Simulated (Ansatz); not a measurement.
Space group P3_121 (No. 152). a = 4.519 Å, b = 4.519 Å, c = 5.956 Å, α = 90.00°, β = 90.00°, γ = 120.00°
```
atom site symmetry x y z
  Te    3a       .2.  0.2683  0.0000  0.3333
```

Equation of state of this Te structure (not necessarily the ground state), with shape and atoms relaxed at each volume where symmetry leaves them free. Method: DFT PBE, scalar-relativistic, plane waves, PAW in Ansatz 0.2.0.

Plane waves to 420 eV, a k mesh through Γ of 12×12×6 on the computed 3-atom cell and Gaussian smearing (0.01 eV); no spin polarisation.

```tsv
V (Å³/atom)	E − E(largest V) (meV/atom)	P (GPa)	gap on mesh (eV)
33.000	3.35	1.47	0.09
34.054	-3.39	0.64	0.16
35.107	-5.37	0.00	0.23
36.160	-3.89	-0.42	0.31
37.213	0.00	-0.73	0.40
```

Problem. Fit a third-order Birch–Murnaghan equation to E(V).

Solution. V0 = 35.12 Å³/atom, B0 = 17 GPa, B0' = 10.3. B0' is unusual or poorly fixed by this range.

Spin-orbit coupling is left out, which matters for the bands of heavy elements.